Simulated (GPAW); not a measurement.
The system is BN.

```
N B
1.0
     4.88009    0.00000    0.00000
     0.00000    2.59146    0.00000
     0.00000    0.00000    4.29205
N B
4 4
Cartesian
  1.5671 1.9436 0.4570
  3.3129 0.6479 3.8350
  0.8729 0.6479 2.6031
  4.0072 1.9436 1.6890
  1.6612 0.6479 3.8933
  0.7788 1.9436 1.7473
  4.1013 0.6479 2.5448
  3.2188 1.9436 0.3987
```

Measurements of this composition are mostly on another form, of space group No. 194.

Program: GPAW 26.7.0. Alike in all runs: no spin polarisation; cell as given; cutoff (eV) 800; smearing fermi-dirac 0.05 eV.

Question: Order these runs on this cell by their pressure, lowest first.
A. level r2SCAN; potentials or basis GPAW PAW data sets (gpaw-data 1.2.1), pw; k mesh 4 × 7 × 4; band path GXSYGZURTZ,YT,UX,SR; band points 100
B. level LDA; potentials or basis the program's PAW data sets (release 1.2.1) made for this functional, pw; k mesh 4 × 7 × 4; band path GXSYGZURTZ,YT,UX,SR; band points 100
C. level PBE; potentials or basis GPAW PAW data sets (gpaw-data 1.2.1), pw; k mesh 6 × 10 × 6

Answer: B (-12.7 GPa), A (-5.8 GPa), C (-1.2 GPa).

Caveats: the PAW data sets were made with another functional, which shifts forces and pressure a little (some runs).
